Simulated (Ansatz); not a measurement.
# CaO under changes of volume

One of the cells (13.886 Å³/atom); the others are scaled copies at fixed shape and fractional positions:

```xyz
2
Lattice="0.0000 2.4036 2.4036 2.4036 0.0000 2.4036 2.4036 2.4036 0.0000" Properties=species:S:1:pos:R:3 pbc="T T T"
Ca    0.0000    0.0000    0.0000
O     2.4036    2.4036    2.4036
```

The cell is a database's computed one.

* Program: Ansatz 0.2.0
* Functional: PBE
* Potentials or basis: all-electron LAPW, scalar-relativistic
* Cutoff: 266 eV (chosen from the basis error)
* Basis error allowed: 0.0005 eV/atom
* k mesh: 10 × 10 × 10
* Occupations: fermi-dirac, width 0.05 eV
* Spin: no spin polarisation

```tsv
volume (Å³/atom)	energy over the lowest point (meV/atom)	pressure (GPa)	gap on the mesh (eV)
13.052	28.76	9.5	3.63
13.330	14.82	6.6	3.64
13.608	5.70	4.0	3.65
13.886	?	?	?
14.163	0.00	-0.5	3.66
14.441	2.60	-2.4	3.66
14.719	8.36	-4.2	3.66
```

What does the run at 13.886 Å³/atom give?

Energy over the lowest point 0.90 meV/atom; pressure 1.6 GPa; gap on the mesh 3.65 eV.

Worked out: A Birch-Murnaghan fit of order 3 (a polynomial in V^(-2/3)) to the other rows has its minimum at 14.09 Å³/atom with B0 = V·E''(V) = 105 GPa and B' = 4.3. It gives 0.90 meV/atom at 13.886 Å³/atom, against the run's 0.90, and -dE/dV = 1.6 GPa, against 1.6. A straight line through the other rows of the gap, of slope 0.251 eV per unit of ln V, gives 3.65 eV, against the run's 3.65.

Energies are extrapolated to zero smearing.

A mesh can miss the band edges.
